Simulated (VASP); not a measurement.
**SiO2: relaxation of cell and atoms with PBEsol**

Crystal: SiO2.

```
Si O
1.0
     4.14741    0.00000    0.00000
     0.00000    4.14741    0.00000
     0.00000    0.00000    2.70375
Si O
2 4
Direct
  0.50000 0.50000 0.50000
  0.00000 0.00000 0.00000
  0.69423 0.69423 0.00000
  0.80577 0.19423 0.50000
  0.30577 0.30577 0.00000
  0.19423 0.80577 0.50000
```

```yaml
Program: VASP 6.6.1
Task: relaxation of cell and atoms
Functional: PBEsol
Potentials_or_basis: VASP PAW PBE potentials, release 64 (Si, O)
Cutoff: 600 eV
k_mesh: 6 × 6 × 9
Occupations: gaussian, width 0.02 eV
Spin: no spin polarisation
Further_INCAR_settings: ALGO = Fast; EDIFF = 1e-06; IBRION = 2; EDIFFG = -0.01; NSW = 40; ISIF = 3
```

```yaml
Relaxed_volume: 7.86 Å³/atom
Relaxed_cell: a = 4.192 Å, b = 4.192 Å, c = 2.683 Å, α = 90.00°, β = 90.00°, γ = 90.00°
Space_group_after_relaxing_to_0.05_Å: P4_2/mnm (No. 136)
Energy_gained_by_relaxing: 3.5 meV/atom
Ionic_steps: 7
Pressure_after_relaxing: 0.0 GPa
Band_gap_on_the_k_mesh: 5.34 eV, direct
```

Step by step:
| step | energy change (eV) | largest force (eV/Å) | pressure (GPa) | volume (Å³) |
| --- | --- | --- | --- | --- |
| 1 | 0.0000 | 0.1681 | 3.66 | 46.51 |
| 2 | -0.0072 | 0.3331 | -4.31 | 47.70 |
| 3 | -0.0166 | 0.1203 | -1.05 | 47.18 |
| 4 | -0.0203 | 0.0300 | 0.65 | 47.06 |
| 5 | -0.0205 | 0.0464 | 0.31 | 47.08 |
| 6 | -0.0207 | 0.0126 | -0.11 | 47.16 |
| 7 | -0.0207 | 0.0001 | 0.00 | 47.14 |

Final structure:
```yaml
crystal:
  lattice:
    - [4.19217, 0.00000, 0.00000]
    - [0.00000, 4.19217, 0.00000]
    - [0.00000, 0.00000, 2.68260]
  atoms:
    - { symbol: Si, position: [0.50000, 0.50000, 0.50000] }
    - { symbol: Si, position: [0.00000, 0.00000, 0.00000] }
    - { symbol: O, position: [0.69417, 0.69417, 0.00000] }
    - { symbol: O, position: [0.80583, 0.19417, 0.50000] }
    - { symbol: O, position: [0.30583, 0.30583, 0.00000] }
    - { symbol: O, position: [0.19417, 0.80583, 0.50000] }
```

Levels at points of the mesh, in eV from the valence-band top:
| k point | band 14 | band 15 | band 16 | band 17 | band 18 | band 19 |
| --- | --- | --- | --- | --- | --- | --- |
| (0.00, 0.00, 0.00) | -0.88 | -0.88 | 0.00 | 5.34 | 6.45 | 8.21 |
| (0.50, 0.00, 0.00) | -2.69 | -1.07 | -1.07 | 7.48 | 7.48 | 8.79 |
| (0.50, 0.50, 0.00) | -2.70 | -2.27 | -2.27 | 7.17 | 7.17 | 9.79 |

Wall time 23 s on 8 MPI ranks on Intel(R) Xeon(R) 6975P-C (Granite Rapids), with other jobs on the host, peak memory 0.21 GiB a rank.

Caveat: the PAW data sets were made with another functional, which shifts forces and pressure a little; an odd mesh through Γ misses points on the zone boundary, where band edges often lie.
